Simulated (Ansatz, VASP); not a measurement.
One calculation of Pt, two programs

The input INCAR:

```
SYSTEM = Pt
  PREC = Accurate
  ENCUT = 520
  EDIFF = 1E-6
  ISMEAR = 0
  SIGMA = 0.15
  LREAL = .FALSE.
  LASPH = .TRUE.
  NELM = 80
  ALGO = Normal
  ISIF = 2
  LWAVE = .FALSE.
  LCHARG = .FALSE.
  NBANDS = 11
```

The input KPOINTS:

```
Automatic mesh
0
G
  20 20 20
  0 0 0
```

The input POSCAR:

```
Pt
1.0
   -0.0973383644      1.8396950875      1.8396950875
    1.8396950875     -0.0973383644      1.8396950875
    1.8396950875      1.8396950875     -0.0973383644
Pt
1
Direct
    0.0000000000      0.0000000000      0.0000000000
```

Input for Ansatz:

```yaml
crystal:
  lattice:
    - [-0.0973383644, 1.8396950875, 1.8396950875]
    - [1.8396950875, -0.0973383644, 1.8396950875]
    - [1.8396950875, 1.8396950875, -0.0973383644]
  atoms:
    - { symbol: Pt, position: [0.0, 0.0, 0.0] }
basis:
  ecutwfc: 420
kpoints:
  mp_grid: { grid: [20, 20, 20] }
hamiltonian:
  xc: lda
  pseudopotentials: { kind: paw, azcp: { folder: soft_1 } }
scf:
  occupations: { method: gaussian, width: 0.15 }
output:
  forces: true
  stress: true
  eigenvalues: true
```

Change from the starting cell: equal engineering shear yz, xz and xy -0.0500, equal normal strain along x, y and z -0.0300.

Alike in both runs: task single point; functional LDA; k mesh 20 × 20 × 20; occupations gaussian, width 0.15 eV; no spin polarisation.

|  | VASP | Ansatz |
| --- | --- | --- |
| version | VASP 6.6.1 | Ansatz 0.2.0 |
| potentials or method | VASP PAW LDA potentials, release 64 (Pt) | scalar-relativistic, plane waves, PAW |
| plane-wave cutoff (eV) | 520 | 420 |
| valence electrons in the cell | 10 | 18 |

|  | VASP | Ansatz | Ansatz less VASP |
| --- | --- | --- | --- |
| gap on the k mesh at the Fermi level (eV) | none | none | - |
| pressure (GPa) | 40.6 | 39.4 | -1.24 |
| largest component of the traceless stress (GPa) | 7.90 | 7.79 | -0.118 |

A gap of «none» marks a metal or a gap that the smearing closes. The two sets of potentials don't hold the same shells in valence. Ansatz warned: «pseudo_functional_mismatch».

Caveats: so large a pressure means that the cell lies far from this level's equilibrium, or that cutoff or potentials fall short (VASP). The runs have no spin-orbit coupling, so splittings on Pt are missing.
